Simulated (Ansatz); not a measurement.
# Cu (P6_3/mmc) in Ansatz: convergence with wavefunction cutoff

Aim: find how far wavefunction cutoff must go before the results for Cu settle, at PBE. This setting moves, with any that are tied to it; all else stays.

Program: Ansatz 0.2.0. These are calculated values, not measurements. Logs are shortened: lines on timing, memory, paths and dates and some standing lists are left out, and cuts for length are marked.

## (1) The crystal as given

Symmetry: P6_3/mmc, No. 194, hexagonal system. Conventional cell: a = 2.534 Å, b = 2.534 Å, c = 4.113 Å, α = 90.00°, β = 90.00°, γ = 120.00°. Cu (site symmetry -6m2) has 12 Cu at 2.52 to 2.53 Å as nearest neighbours.

This isn't the form of Cu at room conditions, which is fcc.

## (2) With wavefunction cutoff 400 eV

File input.yaml:

```yaml
crystal:
  lattice:
    - [2.5340966698, 0.0, 0.0]
    - [-1.2670483349, 2.1945920917, 0.0]
    - [0.0, 0.0, 4.112571]
  atoms:
    - { symbol: Cu, position: [0.6666666667, 0.3333333333, 0.75] }
    - { symbol: Cu, position: [0.3333333333, 0.6666666667, 0.25] }
hamiltonian:
  xc: pbe
  pseudopotentials: { kind: nc }
kpoints:
  mp_grid: { grid: [10, 10, 6] }
scf:
  occupations: { method: fermi_dirac, width: 0.1 }
output:
  forces: true
  stress: true
  eigenvalues: true
basis:
  ecutwfc: "400 eV"
```

Potentials or basis: Ansatz NC.

Command:

```
ansatz run input.yaml --threads 2 --pin off --max-ram 5632MiB --backend cpu --events-out ev --progress --plain --runs-dir out
```

Wall time 0.77 s (2 threads of Intel Xeon Platinum 8259CL at 2.50GHz (Skylake/Cascade Lake), shared host); peak memory 0.27 GiB.

Results:

```
Free energy            : -9930.0815 eV
Pressure               : -173.2 GPa
Band gap on the k mesh : none (metal or under the smearing width)
```

## (3) With wavefunction cutoff 500 eV

input.yaml: that of step 2 with these lines changed.

```diff
@@ -20,2 +20,2 @@
 basis:
-  ecutwfc: "400 eV"
+  ecutwfc: "500 eV"
```

Potentials or basis: Ansatz NC.

Command:

```
ansatz run input.yaml --threads 2 --pin off --max-ram 5632MiB --backend cpu --events-out ev --progress --plain --runs-dir out
```

It took 0.93 s on 2 threads of Intel Xeon Platinum 8259CL at 2.50GHz (Skylake/Cascade Lake), shared host; peak memory 0.29 GiB.

Results:

* Free energy: -10144.5256 eV
* Pressure: 57.3 GPa
* Band gap on the k mesh: none (metal or under the smearing width)

## (4) With wavefunction cutoff 600 eV

input.yaml: that of step 3 with these lines changed.

```diff
@@ -20,2 +20,2 @@
 basis:
-  ecutwfc: "500 eV"
+  ecutwfc: "600 eV"
```

Command:

```
ansatz run input.yaml --threads 2 --pin off --max-ram 5632MiB --backend cpu --events-out ev --progress --plain --runs-dir out
```

Wall time 1.1 s (2 threads of Intel Xeon Platinum 8259CL at 2.50GHz (Skylake/Cascade Lake), shared host); peak memory 0.3 GiB.

Results:

```yaml
Free_energy: -10252.5720 eV
Pressure: -29.1 GPa
Band_gap_on_the_k_mesh: none (metal or under the smearing width)
```

## (5) With wavefunction cutoff 700 eV

input.yaml: that of step 4 with these lines changed.

```diff
@@ -20,2 +20,2 @@
 basis:
-  ecutwfc: "600 eV"
+  ecutwfc: "700 eV"
```

Command:

```
ansatz run input.yaml --threads 2 --pin off --max-ram 5632MiB --backend cpu --events-out ev --progress --plain --runs-dir out
```

It took 1.4 s on 2 threads of Intel Xeon Platinum 8259CL at 2.50GHz (Skylake/Cascade Lake), shared host; peak memory 0.31 GiB.

What came out:

```
Free energy            : -10300.4874 eV
Pressure               : 12.5 GPa
Band gap on the k mesh : none (metal or under the smearing width)
```

## (6) With wavefunction cutoff 850 eV

input.yaml: that of step 5 with these lines changed.

```diff
@@ -20,2 +20,2 @@
 basis:
-  ecutwfc: "700 eV"
+  ecutwfc: "850 eV"
```

Potentials or basis: Ansatz NC.

Command:

```
ansatz run input.yaml --threads 2 --pin off --max-ram 5632MiB --backend cpu --events-out ev --progress --plain --runs-dir out
```

Wall time 1.7 s (2 threads of Intel Xeon Platinum 8259CL at 2.50GHz (Skylake/Cascade Lake), shared host); peak memory 0.33 GiB.

It converged, with:

- Free energy: -10323.3391 eV
- Pressure: 4.2 GPa
- Band gap on the k mesh: none (metal or under the smearing width)

## (7) With wavefunction cutoff 1000 eV

input.yaml: that of step 6 with these lines changed.

```diff
@@ -20,2 +20,2 @@
 basis:
-  ecutwfc: "850 eV"
+  ecutwfc: "1000 eV"
```

Command:

```
ansatz run input.yaml --threads 2 --pin off --max-ram 5632MiB --backend cpu --events-out ev --progress --plain --runs-dir out
```

Run time: 2.3 s. Hardware: 2 threads of Intel Xeon Platinum 8259CL at 2.50GHz (Skylake/Cascade Lake), shared host; peak memory 0.35 GiB.

It converged, with:

- Free energy: -10326.9144 eV
- Pressure: 7.3 GPa
- Band gap on the k mesh: none (metal or under the smearing width)

## (8) With wavefunction cutoff 1200 eV

input.yaml: that of step 7 with these lines changed.

```diff
@@ -20,2 +20,2 @@
 basis:
-  ecutwfc: "1000 eV"
+  ecutwfc: "1200 eV"
```

Command:

```
ansatz run input.yaml --threads 2 --pin off --max-ram 5632MiB --backend cpu --events-out ev --progress --plain --runs-dir out
```

Run time: 3 s. Hardware: 2 threads of Intel Xeon Platinum 8259CL at 2.50GHz (Skylake/Cascade Lake), shared host; peak memory 0.38 GiB.

The run converged. Its results:

* Free energy: -10327.2458 eV
* Pressure: 7.4 GPa
* Band gap on the k mesh: none (metal or under the smearing width)

## (9) With wavefunction cutoff 1400 eV

input.yaml: that of step 8 with these lines changed.

```diff
@@ -20,2 +20,2 @@
 basis:
-  ecutwfc: "1200 eV"
+  ecutwfc: "1400 eV"
```

Potentials or basis: Ansatz NC.

Command:

```
ansatz run input.yaml --threads 2 --pin off --max-ram 5632MiB --backend cpu --events-out ev --progress --plain --runs-dir out
```

It took 3.9 s on 2 threads of Intel Xeon Platinum 8259CL at 2.50GHz (Skylake/Cascade Lake), shared host; peak memory 0.41 GiB.

Results (log left out):

```yaml
Free_energy: -10327.2478 eV
Pressure: 7.4 GPa
Band_gap_on_the_k_mesh: none (metal or under the smearing width)
```

## (10) With wavefunction cutoff 1700 eV

input.yaml: that of step 9 with these lines changed.

```diff
@@ -20,2 +20,2 @@
 basis:
-  ecutwfc: "1400 eV"
+  ecutwfc: "1700 eV"
```

Potentials or basis: Ansatz NC.

Command:

```
ansatz run input.yaml --threads 2 --pin off --max-ram 5632MiB --backend cpu --events-out ev --progress --plain --runs-dir out
```

The log of the run:

```text
Warning: RAYON_NUM_THREADS=2 ignored (pool sized by the plan → 2); use --threads N
Engine: ansatz 0.2.0, x86_64-unknown-linux-gnu
Pseudopotentials: kind: nc
Pseudopotential: Cu, nc, valence charge 19, recommended cutoff 1251.723767 eV (normal), Cu.nc.azcp
Functional definition: PBE
  parameter kappa = 0.804
  parameter beta = 0.06672455060314922
  exchange = pbe_x(kappa = kappa, mu = beta*pi^2/3)
  correlation = pbe_c(beta = beta)
Crystal: 2 atoms, lattice volume = 22.871 Å³
Basis set: ecut = 1700 eV, 3669 PW (Γ), exchange–correlation on 72×72×120 points (8 copies of the dense FFT grid, shifted against one another)
Bands: 23, of which v1, the nominal top of the filled ones, is band 19 counted from 1 (18 counted from 0)
Symmetry: 24 space group operations
Space group: P63/mmc (ITA 194), of the structure as read, at distance tolerance 2.8e-5 Å
k-points: 56 of 600
Non-local potential: Cu, projectors of the file, l = 0: 2, l = 1: 2, l = 2: 2, l = 3: 1
Initial density: superposition of atomic densities (chi_scale 0.1, normalization cell)
Initial wavefunctions: pseudopotential atomic-orbital guess
Functional: x = pbe(κ = 0.804, μ = 0.2195149727645171), c = pbe(β = 0.06672455060314922)
SCF iter   1: F=—  HF=-10328.879124 eV  |F-HF|=—  |Δ(HF+E_count)|=         —  Δρ=2.12e-1  dr2=6.95e0  ethr=3.10e-3  ⟨swp⟩=4.7  Hψ=4848  notcnv=0
preconditioner: auto → none  [metal: Δε(μ)=0.065 eV  Ē_g=10.237 eV  σ=0.100 eV  W_gap=0.16  n_scr=8 (ndim 8)  ℏωp=36.4 eV  f_vac=0.000  D(μ)=1.15/eV (n_scr^D=8)  sad-step TF]
SCF iter   2: F=—  HF=-10327.289926 eV  |F-HF|=—  |Δ(HF+E_count)|=    1.59e0  Δρ=5.79e-2  dr2=1.89e-1  ethr=3.10e-3  ⟨swp⟩=3.6  Hψ=3301  notcnv=0
SCF iter   3: F=—  HF=-10327.253885 eV  |F-HF|=—  |Δ(HF+E_count)|=   3.60e-2  Δρ=2.15e-2  dr2=3.77e-2  ethr=4.97e-4  ⟨swp⟩=2.8  Hψ=2642  notcnv=0
SCF iter   4: F=—  HF=-10327.248784 eV  |F-HF|=—  |Δ(HF+E_count)|=   5.10e-3  Δρ=2.44e-3  dr2=1.75e-4  ethr=9.93e-5  ⟨swp⟩=1.9  Hψ=2161  notcnv=0
SCF iter   5: F=—  HF=-10327.248806 eV  |F-HF|=—  |Δ(HF+E_count)|=   2.25e-5  Δρ=1.78e-4  dr2=4.62e-6  ethr=4.60e-7  ⟨swp⟩=1.9  Hψ=2097  notcnv=0
SCF iter   6: F=—  HF=-10327.248631 eV  |F-HF|=—  |Δ(HF+E_count)|=   1.76e-4  Δρ=9.84e-6  dr2=4.68e-9  ethr=2.63e-10  ⟨swp⟩=4.1  Hψ=6667  notcnv=0
SCF iter   7: F=-10327.248631 eV  HF=-10327.248631 eV  |F-HF|=2.15e-10  |Δ(HF+E_count)|=   4.17e-9  Δρ=1.35e-6  dr2=2.46e-10  ethr=1.23e-11  ⟨swp⟩=2.0  Hψ=4087  notcnv=0
SCF 1 converged in 7 iterations: F = -10327.248631 eV  dr2 = 2.46e-10
SCF converged after 7 iterations
Free energy (F): -10327.248631 eV
Harris-Foulkes:  -10327.248631 eV  (|F-HF|=2.15e-10)
Internal energy: -10327.219528 eV  (E = F + TS)
E sigma→0 (E₀):  -10327.234079 eV
Entropy (-TS):   -0.029103 eV (-14.551 meV/atom)
Fermi energy:    18.009798 eV
--- Per-component energies (eV) ---
  E_band       = -672.414001
  E_kinetic    = 4744.681727
  E_local      = -8342.572925  (includes V_loc(G=0)·N_el)
  E_nonlocal   = -1829.141584
  E_hartree    = 3034.485394
  E_xc         = -1270.834849
  E_vxc        = -1314.353668  (∫ρ·V_xc dr)
  E_ewald      = -6663.837290
  E_smearing   = -0.029103  (= −TS)
  E_closure    = -0.000000  (closes the sum)
  Σ components = -10327.248631   (vs F -10327.248631, Δ=0.00e0)
--- Forces (eV/Å), atoms counted from 1 ---
  atom   1  Cu    -0.00000000    -0.00000000     0.00000000
  atom   2  Cu    -0.00000000     0.00000000    -0.00000000
  max |Σ_I F_I| component: 4.63e-18 eV/Å
--- Stress (GPa, compression-positive) ---
        7.206278       0.000000       0.000000
       -0.000000       7.206278      -0.000000
       -0.000000      -0.000000       7.819147
  P = ⅓ Tr σ = 7.4106 GPa (74.106 kbar)
--- Band table (eV; the first three rows and the last of 56) ---
  k-point 0: bands = ["-94.5844", "-94.5676", "-52.0185", "-51.9125", "-51.9125", "-51.8943", "-51.8936", "-51.8936", "8.4059", "12.8024", "14.9898", "15.0346", "15.0346", "15.2617", "15.2617", "15.5421", "15.5421", "16.3535", "16.3535", "16.9752", "22.0724", "39.5874", "40.1212"]
  k-point 1: bands = ["-94.5833", "-94.5687", "-52.0102", "-51.9113", "-51.9113", "-51.9026", "-51.8948", "-51.8948", "8.6668", "12.6331", "14.9370", "14.9882", "14.9882", "15.2090", "15.2090", "15.6597", "15.6597", "16.0093", "16.3388", "16.3388", "23.7103", "39.4967", "39.7745"]
  k-point 2: bands = ["-94.5802", "-94.5718", "-51.9876", "-51.9255", "-51.9078", "-51.9078", "-51.8983", "-51.8983", "9.4272", "11.8735", "14.8101", "14.9482", "14.9482", "14.9614", "15.0915", "15.0915", "15.8932", "15.8932", "16.2699", "16.2699", "27.0039", "35.2111", "39.8353"]
  k-point 55: bands = ["-94.5643", "-94.5643", "-51.9944", "-51.9944", "-51.9627", "-51.9627", "-51.9187", "-51.9187", "13.8303", "13.8303", "14.2898", "14.2898", "14.6904", "14.6904", "15.5617", "15.5617", "16.3996", "16.3996", "21.1637", "21.1637", "24.4466", "24.4466", "25.6386"]
```

It took 4.9 s on 2 threads of Intel Xeon Platinum 8259CL at 2.50GHz (Skylake/Cascade Lake), shared host; peak memory 0.46 GiB.

Results:

- Free energy: -10327.2486 eV
- Pressure: 7.4 GPa
- Band gap on the k mesh: none (metal or under the smearing width)

## (11) Result

```csv
wavefunction cutoff,"energy less the tightest run, at zero smearing (meV/atom)",pressure (GPa),SCF cycles,CPU time (s),peak memory (GiB)
400 eV,198581.46,-173.19,7,1.4,0.27
500 eV,91360.79,57.33,7,1.7,0.29
600 eV,37337.27,-29.15,7,2,0.3
700 eV,13380.43,12.55,7,2.5,0.31
850 eV,1954.64,4.18,7,3.1,0.33
1000 eV,167.11,7.30,7,4.4,0.35
1200 eV,1.42,7.41,7,5.7,0.38
1400 eV,0.41,7.41,7,7.5,0.41
1700 eV,0.00,7.41,7,9.4,0.46
```

Against the tightest run, the energy stays within 1 meV/atom from 1400 eV on; the pressure stays within 0.1 GPa from 1200 eV on. The tightest run that finished is the yardstick and may itself not be fully converged.
